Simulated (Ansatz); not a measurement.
# Phosphorus, dhcp under revPBE: ground state and equation of state

What does revPBE give for phosphorus in the dhcp structure? We relax it, solve it on a dense k-mesh, then scale the cell to 7 volumes from 88 to 112 % of the relaxed one and try a fit of the equation of state. Spin polarisation is left out. The k-meshes are 13×13×4 for the relaxation; 18×18×5 for the dense run; 15×15×4 for the volumes.

Method: DFT revPBE, plane waves (420 eV) with PAW, scalar-relativistic; the PAW data stem from PBE, with regenerated cores, in Ansatz 0.2.0.

## 1. Starting point

It takes space group P6_3/mmc (No. 194, hexagonal). The conventional cell has a = 2.782 Å, b = 2.782 Å, c = 9.086 Å, α = 90.00°, β = 90.00°, γ = 120.00°. Around P (site symmetry -3m) lie 12 P at 2.78 Å. Around P (site symmetry -6m2) lie 12 P at 2.78 Å.

Coordinates:

```cif
data_structure
_symmetry_space_group_name_H-M 'P 1'
_symmetry_Int_Tables_number 1
_cell_length_a 2.7819
_cell_length_b 2.7819
_cell_length_c 9.0855
_cell_angle_alpha 90.000
_cell_angle_beta 90.000
_cell_angle_gamma 120.000
_cell_volume 60.89
loop_
_atom_site_label
_atom_site_type_symbol
_atom_site_fract_x
_atom_site_fract_y
_atom_site_fract_z
_atom_site_occupancy
P1 P 0.00000 0.00000 0.00000 1
P2 P 0.00000 0.00000 0.50000 1
P3 P 0.33333 0.66667 0.25000 1
P4 P 0.66667 0.33333 0.75000 1
```

## 2. Relaxation of the cell

Input file input.yaml:

```yaml
crystal:
  lattice:
    - [2.78185738, 0.0, 0.0]
    - [-1.39092869, 2.4091591608, 0.0]
    - [0.0, 0.0, 9.0855462031]
  atoms:
    - { symbol: P, position: [0.0, 0.0, 0.0] }
    - { symbol: P, position: [0.0, 0.0, 0.5] }
    - { symbol: P, position: [0.3333333333, 0.6666666667, 0.25] }
    - { symbol: P, position: [0.6666666667, 0.3333333333, 0.75] }
hamiltonian:
  xc: revpbe
  pseudopotentials:
    kind: paw
    azcp:
      P: "pseudopotentials/P.paw.azcp"
basis:
  ecutwfc: 420
  fft_grid_basis: typed
kpoints:
  mp_grid: { grid: [13, 13, 4], shift: [0, 0, 0] }
magnetization:
  spin_polarized: false
scf:
  occupations: { method: fermi_dirac, width: 0.1 }
relax:
  max_steps: 60
  f_tol: 0.01
  cell: {}
output:
  write_density: true
  write_potential: true
  elf: true
  volumetric_format: npy
```

On the command line:

```sh
$ ansatz run input.yaml --threads 2 --pin off --max-ram 5120MiB --backend cpu --events-out ev --progress --plain --runs-dir out
```

The runs that follow: Single point on a dense mesh; At 88 % of the relaxed volume; At 92 % of the relaxed volume; At 96 % of the relaxed volume; At 100 % of the relaxed volume; At 104 % of the relaxed volume; At 108 % of the relaxed volume; At 112 % of the relaxed volume.

**Question.** What will these runs give? Wanted: space group; conventional cell; volume; shortest distance; gap on the mesh; relative to black phosphorus; V₀, B₀, B₀′.

**Answer**, as computed:

| quantity | value |
| --- | --- |
| space group (spins left aside) | P6_3/mmc (No. 194) |
| conventional cell | a = 2.638 Å, c = 9.888 Å (c/a = 3.749) |
| volume | 14.893 Å³/atom |
| shortest distance | 2.638 Å |
| gap on the mesh | none (levels filled in part) |
| relative to black phosphorus | +877 meV/atom |
| V₀, B₀, B₀′ | 14.842 Å³/atom, 88 GPa, 3.9 |

**Reading.** From the guessed start the volume shrank by 2.2 % in 9 steps. Against the reference form of phosphorus (black phosphorus, computed apart with the same settings) it stands 877 meV/atom higher. No gap shows: it is a metal or semimetal at this level. The fitted modulus is 88 GPa; letting shape and positions relax at each volume could only lower it. Relaxation kept the symmetry; phonons were not checked.
